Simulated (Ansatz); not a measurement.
Ansatz (an electronic-structure program) input:

Ansatz 0.2 input:
```yaml
crystal:
  lattice:
    - [2.7065575102, 1.5626317071, 4.3978011733]
    - [-2.7065575102, 1.5626317071, 4.3978011733]
    - [0.0, -3.1252634142, 4.3978011733]
  atoms:
    - { symbol: La, position: [0.25, 0.25, 0.25] }
    - { symbol: La, position: [0.75, 0.75, 0.75] }
    - { symbol: Al, position: [0.0, 0.0, 0.0] }
    - { symbol: Al, position: [0.5, 0.5, 0.5] }
    - { symbol: O, position: [0.7889123761, 0.7110876239, 0.25] }
    - { symbol: O, position: [0.25, 0.7889123761, 0.7110876239] }
    - { symbol: O, position: [0.7110876239, 0.25, 0.7889123761] }
    - { symbol: O, position: [0.2110876239, 0.2889123761, 0.75] }
    - { symbol: O, position: [0.75, 0.2110876239, 0.2889123761] }
    - { symbol: O, position: [0.2889123761, 0.75, 0.2110876239] }
kpoints:
  mp_grid: { grid: [6, 6, 6] }
hamiltonian:
  xc: pbe
  pseudopotentials: { kind: paw }
scf:
  occupations: { method: fixed }
elastic: { mode: relaxed_ion, stencil: two_point, amplitude: 0.005, f_tol: 0.0005 }
```

Output (shortened):

```
Pseudopotential: La, paw, valence charge 11
Pseudopotential: Al, paw, valence charge 3
Pseudopotential: O, paw, valence charge 6
Functional definition: PBE
Crystal: 10 atoms, lattice volume = 111.599 Å³
Basis set: ecut = 420 eV, 2121 PW (Γ), exchange–correlation on 80×80×80 points (8 copies of the dense FFT grid, shifted against one another)
Bands: 42, of which v1, the nominal top of the filled ones, is band 32 counted from 1 (31 counted from 0)
Symmetry: 12 space group operations
Space group: R-3c (ITA 167), of the structure as read, at distance tolerance 4.8e-5 Å
k-points: 32 of 216
SCF 1 converged in 9 iterations: F = -16997.723601 eV  dr2 = 6.54e-14
Crystal: 10 atoms, lattice volume = 111.041 Å³
Basis set: ecut = 420 eV, 2117 PW (Γ), exchange–correlation on 80×80×80 points (8 copies of the dense FFT grid, shifted against one another)
Symmetry: 4 space group operations
k-points: 68 of 216
SCF 2 converged in 12 iterations: F = -16997.720289 eV  dr2 = 5.87e-14
relax step   1: F+E_penalty+E_count = -16997.72028929 eV  Δ(F+E_penalty+E_count) = +0.000e0 eV  max|allowed force component| = 2.028e-2 eV/Å  Δτ_max = 0.0000 Å  (12 SCF iters, accepted)
Crystal: 10 atoms, lattice volume = 111.041 Å³
SCF 3 converged in 10 iterations: F = -16997.720370 eV  dr2 = 5.22e-15
relax step   2: F+E_penalty+E_count = -16997.72037029 eV  Δ(F+E_penalty+E_count) = -8.101e-5 eV  max|allowed force component| = 2.222e-2 eV/Å  Δτ_max = 0.0037 Å  (10 SCF iters, accepted)
Crystal: 10 atoms, lattice volume = 111.041 Å³
SCF 4 converged in 9 iterations: F = -16997.720469 eV  dr2 = 7.25e-14
relax step   3: F+E_penalty+E_count = -16997.72046859 eV  Δ(F+E_penalty+E_count) = -9.830e-5 eV  max|allowed force component| = 8.497e-3 eV/Å  Δτ_max = 0.0021 Å  (9 SCF iters, accepted)
Crystal: 10 atoms, lattice volume = 111.041 Å³
SCF 5 converged in 11 iterations: F = -16997.720657 eV  dr2 = 1.83e-15
relax step   4: F+E_penalty+E_count = -16997.72065736 eV  Δ(F+E_penalty+E_count) = -1.888e-4 eV  max|allowed force component| = 1.355e-2 eV/Å  Δτ_max = 0.0104 Å  (11 SCF iters, accepted)
Crystal: 10 atoms, lattice volume = 111.041 Å³
SCF 6 converged in 11 iterations: F = -16997.720825 eV  dr2 = 7.74e-15
relax step   5: F+E_penalty+E_count = -16997.72082495 eV  Δ(F+E_penalty+E_count) = -1.676e-4 eV  max|allowed force component| = 3.633e-3 eV/Å  Δτ_max = 0.0171 Å  (11 SCF iters, accepted)
Crystal: 10 atoms, lattice volume = 111.041 Å³
SCF 7 converged in 11 iterations: F = -16997.720763 eV  dr2 = 2.99e-15
relax step   6: F+E_penalty+E_count = -16997.72076346 eV  Δ(F+E_penalty+E_count) = +6.150e-5 eV  max|allowed force component| = 9.663e-3 eV/Å  Δτ_max = 0.0155 Å  (11 SCF iters, rejected (line search))
Crystal: 10 atoms, lattice volume = 111.041 Å³
SCF 8 converged in 10 iterations: F = -16997.720866 eV  dr2 = 3.62e-14
relax step   7: F+E_penalty+E_count = -16997.72086605 eV  Δ(F+E_penalty+E_count) = -4.109e-5 eV  max|allowed force component| = 4.964e-4 eV/Å  Δτ_max = 0.0067 Å  (10 SCF iters, accepted)
Crystal: 10 atoms, lattice volume = 111.041 Å³
SCF 9 converged in 10 iterations: F = -16997.720866 eV  dr2 = 1.72e-16
Crystal: 10 atoms, lattice volume = 112.157 Å³
Basis set: ecut = 420 eV, 2157 PW (Γ), exchange–correlation on 80×80×80 points (8 copies of the dense FFT grid, shifted against one another)
SCF 10 converged in 13 iterations: F = -16997.720547 eV  dr2 = 1.32e-14
[...]
relax step   4: F+E_penalty+E_count = -16997.72280094 eV  Δ(F+E_penalty+E_count) = -2.822e-5 eV  max|allowed force component| = 4.088e-3 eV/Å  Δτ_max = 0.0045 Å  (10 SCF iters, accepted)
Crystal: 10 atoms, lattice volume = 111.598 Å³
SCF 33 converged in 10 iterations: F = -16997.722834 eV  dr2 = 4.97e-14
relax step   5: F+E_penalty+E_count = -16997.72283418 eV  Δ(F+E_penalty+E_count) = -3.324e-5 eV  max|allowed force component| = 4.685e-3 eV/Å  Δτ_max = 0.0089 Å  (10 SCF iters, accepted)
Crystal: 10 atoms, lattice volume = 111.598 Å³
SCF 34 converged in 10 iterations: F = -16997.722851 eV  dr2 = 2.27e-14
relax step   6: F+E_penalty+E_count = -16997.72285146 eV  Δ(F+E_penalty+E_count) = -1.727e-5 eV  max|allowed force component| = 2.778e-3 eV/Å  Δτ_max = 0.0059 Å  (10 SCF iters, accepted)
Crystal: 10 atoms, lattice volume = 111.598 Å³
SCF 35 converged in 10 iterations: F = -16997.722859 eV  dr2 = 5.63e-15
relax step   7: F+E_penalty+E_count = -16997.72285860 eV  Δ(F+E_penalty+E_count) = -7.142e-6 eV  max|allowed force component| = 5.858e-4 eV/Å  Δτ_max = 0.0039 Å  (10 SCF iters, accepted)
Crystal: 10 atoms, lattice volume = 111.598 Å³
SCF 36 converged in 8 iterations: F = -16997.722859 eV  dr2 = 8.36e-14
relax step   8: F+E_penalty+E_count = -16997.72285884 eV  Δ(F+E_penalty+E_count) = -2.424e-7 eV  max|allowed force component| = 2.978e-4 eV/Å  Δτ_max = 0.0003 Å  (8 SCF iters, accepted)
Crystal: 10 atoms, lattice volume = 111.598 Å³
SCF 37 converged in 10 iterations: F = -16997.722859 eV  dr2 = 3.80e-16
Crystal: 10 atoms, lattice volume = 111.598 Å³
SCF 38 converged in 11 iterations: F = -16997.722707 eV  dr2 = 1.78e-14
relax step   1: F+E_penalty+E_count = -16997.72270660 eV  Δ(F+E_penalty+E_count) = +0.000e0 eV  max|allowed force component| = 2.621e-3 eV/Å  Δτ_max = 0.0000 Å  (11 SCF iters, accepted)
Crystal: 10 atoms, lattice volume = 111.598 Å³
SCF 39 converged in 9 iterations: F = -16997.722707 eV  dr2 = 9.83e-15
relax step   2: F+E_penalty+E_count = -16997.72270704 eV  Δ(F+E_penalty+E_count) = -4.469e-7 eV  max|allowed force component| = 4.975e-3 eV/Å  Δτ_max = 0.0006 Å  (9 SCF iters, accepted)
Crystal: 10 atoms, lattice volume = 111.598 Å³
SCF 40 converged in 8 iterations: F = -16997.722710 eV  dr2 = 8.68e-14
relax step   3: F+E_penalty+E_count = -16997.72271034 eV  Δ(F+E_penalty+E_count) = -3.294e-6 eV  max|allowed force component| = 1.705e-3 eV/Å  Δτ_max = 0.0003 Å  (8 SCF iters, accepted)
Crystal: 10 atoms, lattice volume = 111.598 Å³
SCF 41 converged in 10 iterations: F = -16997.722746 eV  dr2 = 2.56e-14
relax step   4: F+E_penalty+E_count = -16997.72274576 eV  Δ(F+E_penalty+E_count) = -3.542e-5 eV  max|allowed force component| = 3.082e-3 eV/Å  Δτ_max = 0.0054 Å  (10 SCF iters, accepted)
Crystal: 10 atoms, lattice volume = 111.598 Å³
SCF 42 converged in 11 iterations: F = -16997.722790 eV  dr2 = 3.23e-15
relax step   5: F+E_penalty+E_count = -16997.72278988 eV  Δ(F+E_penalty+E_count) = -4.413e-5 eV  max|allowed force component| = 6.201e-3 eV/Å  Δτ_max = 0.0146 Å  (11 SCF iters, accepted)
Crystal: 10 atoms, lattice volume = 111.598 Å³
SCF 43 converged in 10 iterations: F = -16997.722808 eV  dr2 = 1.04e-14
relax step   6: F+E_penalty+E_count = -16997.72280819 eV  Δ(F+E_penalty+E_count) = -1.831e-5 eV  max|allowed force component| = 3.242e-3 eV/Å  Δτ_max = 0.0017 Å  (10 SCF iters, accepted)
Crystal: 10 atoms, lattice volume = 111.598 Å³
SCF 44 converged in 10 iterations: F = -16997.722816 eV  dr2 = 8.48e-15
relax step   7: F+E_penalty+E_count = -16997.72281634 eV  Δ(F+E_penalty+E_count) = -8.147e-6 eV  max|allowed force component| = 1.389e-4 eV/Å  Δτ_max = 0.0018 Å  (10 SCF iters, accepted)
Crystal: 10 atoms, lattice volume = 111.598 Å³
SCF 45 converged in 10 iterations: F = -16997.722816 eV  dr2 = 1.73e-16
WARN: C11 and the rest of its column (C11 to C61, from strain 11), every constant that the crystal's symmetry builds from them, which can be the whole tensor …
SCF converged after 9 iterations
Free energy (F): -16997.723601 eV
Harris-Foulkes:  -16997.723601 eV  (|F-HF|=3.64e-12)
Internal energy: -16997.723601 eV  (E = F + TS)
E sigma→0 (E₀):  -16997.723601 eV
Fermi energy:    10.972789 eV
--- Per-component energies (eV) ---
  E_band       = 132.499371
  E_kinetic    = 1503.223184
  E_local      = -2111.300514  (includes V_loc(G=0)·N_el)
  E_nonlocal   = 497.362554
  E_hartree    = 763.357398
  E_xc         = -810.988592
  E_vxc        = -931.760888  (∫ρ·V_xc dr)
  E_paw        = -12718.246127  (= ΣΔE_a)
  E_vpaw       = -351.754647  (= ΣTr[D̂ρ^β])
  E_aug_tail   = 0.014878  (compensation charges beyond the density's cutoff)
  E_ewald      = -4121.146383
  E_smearing   =  0.000000  (= −TS)
  E_closure    = 0.000000  (closes the sum)
  Σ components = -16997.723601   (vs F -16997.723601, Δ=0.00e0)
--- Forces (eV/Å), atoms counted from 1 ---
  atom   1  La     0.00000000     0.00000000     0.00000000
  atom   2  La     0.00000000     0.00000000     0.00000000
  atom   3  Al     0.00000000     0.00000000     0.00000000
  atom   4  Al     0.00000000     0.00000000     0.00000000
  atom   5  O      0.00000498     0.00000000     0.00000000
  atom   6  O     -0.00000249     0.00000432     0.00000000
  atom   7  O     -0.00000249    -0.00000432     0.00000000
  atom   8  O     -0.00000498     0.00000000     0.00000000
  atom   9  O      0.00000249    -0.00000432     0.00000000
  atom  10  O      0.00000249     0.00000432     0.00000000
  max |Σ_I F_I| component: 1.73e-18 eV/Å
--- Stress (GPa, compression-positive) ---
        0.003525       0.000000       0.000000
        0.000000       0.003525       0.000000
        0.000000       0.000000       0.002233
  P = ⅓ Tr σ = 0.0031 GPa (0.031 kbar)
--- Band table (eV; the first three rows and the last of 32) ---
  k-point 0: bands = ["-19.2481", "-19.0221", "-6.8628", "-5.7553", "-5.7553", "-5.6175", "-5.2628", "-5.2628", "-3.3937", "-3.0885", "-3.0885", "-2.8163", "-2.7310", "-2.7310", "3.7542", "6.7865", "6.7865", "6.8609", "8.7677", "8.7734", "8.7734", "9.5378", …
  k-point 1: bands = ["-19.2309", "-19.0352", "-6.9221", "-6.0444", "-5.7496", "-5.6664", "-5.3035", "-5.2633", "-3.2729", "-3.0905", "-2.8351", "-2.6750", "-2.6425", "-2.5600", "3.9834", "6.4512", "6.9137", "6.9820", "8.4168", "8.7060", "8.7097", "9.0985", …
  k-point 2: bands = ["-19.1855", "-19.0725", "-6.9786", "-6.5276", "-5.7411", "-5.7092", "-5.4012", "-5.3712", "-3.0290", "-2.9650", "-2.5167", "-2.5104", "-2.3448", "-2.2184", "4.5491", "5.7638", "7.2890", "7.3434", "7.8999", "8.4876", "8.5160", "8.6119", …
  k-point 31: bands = ["-19.1268", "-19.1268", "-6.7775", "-6.7775", "-5.6772", "-5.6772", "-5.6772", "-5.6772", "-2.5914", "-2.5914", "-2.5914", "-2.5914", "-2.1601", "-2.1601", "5.2249", "5.2249", "7.9409", "7.9409", "7.9409", "7.9409", "8.1636", "8.1636", …
--- Elastic constants: 3 strain directions × 2 members + reference (group order 12) ---
  dense FFT box of the reference and of every strained cell: 40×40×40
  strains applied: 11, 33, 23; error gains …
  C = ∂σ_k/∂η_j (tension-positive GPa; Voigt order 11 22 33 23 13 12):
       317.476    136.329     84.653     43.854      0.000      0.000
       136.329    317.476     84.653    -43.854      0.000      0.000
        82.244     82.244    377.046      0.000      0.000      0.000
        42.096    -42.096      0.000    100.045      0.000      0.000
         0.000      0.000      0.000      0.000    100.045     42.096
         0.000      0.000      0.000      0.000     43.854     90.573
  reference stress σ⁰ (GPa):     -0.004     -0.004     -0.002      0.000      0.000      0.000
  moduli (Voigt/Reuss/Hill, GPa): K = 179.83/179.82/179.82   G = 105.38/83.74/94.56   E = 241.38   ν = 0.276
  mechanically stable: yes (min eigenvalue of sym C = 52.07 GPa)
  harmonic check of the ions' relaxations: strain 11: 1 of 1 pair far from harmonic (see the warning)
  the stresses are not corrected for the forces that the relaxations left standing (`elastic.f_tol`)
  strain η (Voigt 11):  stress-route row diagonal C_11 = 317.48 GPa, energy-path curvature d²(F+E_count+ΔE)/dδ²/Ω₀ = 312.89 GPa
         δ    σ_11 (GPa)             F (eV)   n_scf  n_hpsi   n_pw
    -5.000e-3      -1.5994      -16997.7208660      10   49101   2200   relax 7 steps, max|allowed force component| 4.96e-4 eV/Å
     5.000e-3       1.5753      -16997.7210432      10   49097   2216   relax 10 steps, max|allowed force component| 8.65e-5 eV/Å
  strain η (Voigt 33):  stress-route row diagonal C_33 = 377.05 GPa, energy-path curvature d²(F+E_count+ΔE)/dδ²/Ω₀ = 376.48 GPa
         δ    σ_33 (GPa)             F (eV)   n_scf  n_hpsi   n_pw
    -5.000e-3      -1.9187      -16997.7204114      10   23065   2196   relax 3 steps, max|allowed force component| 7.53e-6 eV/Å
     5.000e-3       1.8518      -16997.7205980      10   23108   2210   relax 3 steps, max|allowed force component| 1.03e-5 eV/Å
  strain η (Voigt 23):  stress-route row diagonal C_44 = 100.05 GPa, energy-path curvature d²(F+E_count+ΔE)/dδ²/Ω₀ = 99.18 GPa
         δ    σ_23 (GPa)             F (eV)   n_scf  n_hpsi   n_pw
    -5.000e-3      -0.5069      -16997.7228588      10   49064   2204   relax 8 steps, max|allowed force component| 2.98e-4 eV/Å
     5.000e-3       0.4935      -16997.7228163      10   49109   2204   relax 7 steps, max|allowed force component| 1.39e-4 eV/Å
```

Cost: roughly 13 core-minutes on shared cores.

The cell was relaxed with PBE under the symmetry of its start. Spin–orbit coupling is left out wherever it is not named.

Potentials: the later of the program's two PAW sets.

Ansatz is a plane-wave DFT program.
